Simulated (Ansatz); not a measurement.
# Te2Mo: how the settings move a single-point run

Aim: see which settings change the result for Te2Mo, by how much, and at what cost. The cell is built on a prototype (rutile) and needn't be the phase found in nature.

Computed with Ansatz 0.2.0 (reference: DFT, PBE, plane waves, PAW, unless a step's input says otherwise).

3 further runs of the same task are left out: 1 for a known fault of the program, 2 that didn't finish.

### Step 1. The structure to begin with

Symmetry: P4_2/mnm, No. 136, tetragonal system. Conventional cell: a = 6.642 Å, b = 6.642 Å, c = 3.627 Å, α = 90.00°, β = 90.00°, γ = 90.00°. Mo (site symmetry mmm) has 6 Te at 2.69 to 2.71 Å as nearest neighbours. Te (site symmetry m2m) is surrounded by 3 Mo at 2.69 to 2.71 Å.

As a file:

```cif
data_structure
_symmetry_space_group_name_H-M 'P4_2/mnm'
_symmetry_Int_Tables_number 136
_cell_length_a 6.6420
_cell_length_b 6.6420
_cell_length_c 3.6275
_cell_angle_alpha 90.000
_cell_angle_beta 90.000
_cell_angle_gamma 90.000
_cell_volume 160.03
loop_
_atom_site_label
_atom_site_type_symbol
_atom_site_symmetry_multiplicity
_atom_site_Wyckoff_symbol
_atom_site_fract_x
_atom_site_fract_y
_atom_site_fract_z
_atom_site_occupancy
Mo1 Mo 2 a 0.00000 0.00000 0.00000 1
Te1 Te 4 f 0.28632 0.28632 0.00000 1
```

### Step 2. The reference run

Contents of input.yaml:

```yaml
crystal:
  lattice:
    - [6.6419834218, 0.0, 0.0]
    - [0.0, 6.6419834218, 0.0]
    - [0.0, 0.0, 3.6274815994]
  atoms:
    - { symbol: Mo, position: [0.0, 0.0, 0.0] }
    - { symbol: Mo, position: [0.5, 0.5, 0.5] }
    - { symbol: Te, position: [0.2863161999, 0.2863161999, 0.0] }
    - { symbol: Te, position: [0.2136838001, 0.7863161999, 0.5] }
    - { symbol: Te, position: [0.7863161999, 0.2136838001, 0.5] }
    - { symbol: Te, position: [0.7136838001, 0.7136838001, 0.0] }
kpoints:
  mp_grid: { grid: [4, 4, 6] }
hamiltonian:
  xc: pbe
scf:
  occupations: { method: fermi_dirac, width: 0.02 }
  n_extra_bands: 5
output:
  forces: true
  stress: true
  eigenvalues: true
```

The run is started by

```sh
> ansatz run input.yaml --threads 4 --pin off --max-ram 4608MiB --backend cpu --events-out ev --progress --plain --runs-dir out
```

### Step 3. Variant: occupations.width 0.001

input.yaml: that of step 2 with these lines changed.

```diff
@@ -17,3 +17,3 @@
 scf:
-  occupations: { method: fermi_dirac, width: 0.02 }
+  occupations: { method: fermi_dirac, width: 0.001 }
   n_extra_bands: 5
```

### Step 4. Changing settings: mp_grid.shift [0, 0, 0.5]

input.yaml: that of step 2 with these lines changed.

```diff
@@ -13,3 +13,3 @@
 kpoints:
-  mp_grid: { grid: [4, 4, 6] }
+  mp_grid: { grid: [4, 4, 6], shift: [0, 0, 0.5] }
 hamiltonian:
```

### Step 5. Changed: occupations.method cold, occupations.width 0.05

input.yaml: that of step 2 with these lines changed.

```diff
@@ -17,3 +17,3 @@
 scf:
-  occupations: { method: fermi_dirac, width: 0.02 }
+  occupations: { method: cold, width: 0.05 }
   n_extra_bands: 5
```

### Step 6. Variant: xc mr2scan

input.yaml: that of step 2 with these lines changed.

```diff
@@ -15,3 +15,3 @@
 hamiltonian:
-  xc: pbe
+  xc: mr2scan
 scf:
```

### Step 7. The same system, input altered

input.yaml: that of step 2 with these lines changed.

```diff
@@ -13,5 +13,5 @@
 kpoints:
-  mp_grid: { grid: [4, 4, 6] }
+  mp_grid: { grid: [2, 2, 4] }
 hamiltonian:
-  xc: pbe
+  xc: hiss
 scf:
```

### Step 9. Changing settings: mp_grid.grid [2, 2, 4], exchange pbe, correlation pbe, coeff 0.5, omega 0.5

input.yaml: that of step 2 with these lines changed.

```diff
@@ -13,5 +13,5 @@
 kpoints:
-  mp_grid: { grid: [4, 4, 6] }
+  mp_grid: { grid: [2, 2, 4] }
 hamiltonian:
-  xc: pbe
+  xc: { exchange: pbe, correlation: pbe, exx: { coeff: 0.5, omega: 0.5 } }
 scf:
```

(Steps that only read results are left out.)

Q: Predict the outcome of this session. Wanted: for each run, ending; energy change; pressure; gap; force.

The runs gave:

| run | ending | energy change | pressure (GPa) | gap (eV) | force (eV/Å) | cycles | time |
| --- | --- | --- | --- | --- | --- | --- | --- |
| reference | converged | 0 | 0.8 | 0.00 | 0.02 | 7 | 6.4 s |
| 1: occupations.width 0.001 | converged | +0.3 meV/atom (σ→0) | 0.8 | 0.00 | 0.00 | 8 | 7.2 s |
| 2: mp_grid.shift [0, 0, 0.5] | converged | +0.6 meV/atom | 0.9 | 0.00 | 0.12 | 7 | 5.3 s |
| 3: occupations.method cold, occupations.width 0.05 | converged | 0.0 meV/atom (σ→0) | 0.8 | 0.00 | 0.02 | 7 | 6.4 s |
| 4: xc mr2scan | converged | not comparable | 0.0 | 0.00 | 0.00 | 7 | 13 s |
| 5: mp_grid.grid [2, 2, 4], xc hiss | refused | - | - | - | - | - | 2.4 s |
| 6: mp_grid.grid [2, 2, 4], exchange pbe, correlation pbe, coeff 0.5, omega 0.5 | converged | not comparable | -3.0 | 0.00 | 0.11 | 32 | 66 s |

Residual by cycle in the longest SCF loop of each run; runs are numbered as in the table. The quantity is the density residual dr2, in eV.

```csv
cycle,reference,run 1,run 2,run 3,run 4,run 6
1,0.0348,0.0521,0.0227,0.0341,0.203,0.0609
2,0.0104,0.0687,0.00615,0.0108,0.0259,0.0188
3,0.00131,0.00451,2.3e-4,0.00142,0.00383,0.00644
4,2.3e-4,4.7e-4,2.3e-5,2.6e-4,2.7e-4,3.0e-4
5,4.7e-6,8.5e-5,3.3e-6,3.3e-6,7.8e-6,2.6e-5
6,6.0e-7,2.0e-5,2.0e-7,5.5e-7,1.9e-7,3.3e-6
7,4.7e-8,8.3e-7,1.6e-8,3.1e-8,2.6e-8,4.2e-7
8,-,9.6e-8,-,-,-,8.2e-8
9,-,-,-,-,-,2.1e-8
10,-,-,-,-,-,2.5e-9
11,-,-,-,-,-,6.6e-11
```

What this shows: Of the variants the dearest is «mp_grid.grid [2, 2, 4], exchange pbe, correlation pbe, coeff 0.5, omega 0.5» (66 s), the cheapest «mp_grid.shift [0, 0, 0.5]» (5.3 s), on a shared host. The reference leaves spin out although Mo can carry a moment, so its state need not be the lowest. 1 of the 6 altered inputs did not end normally.
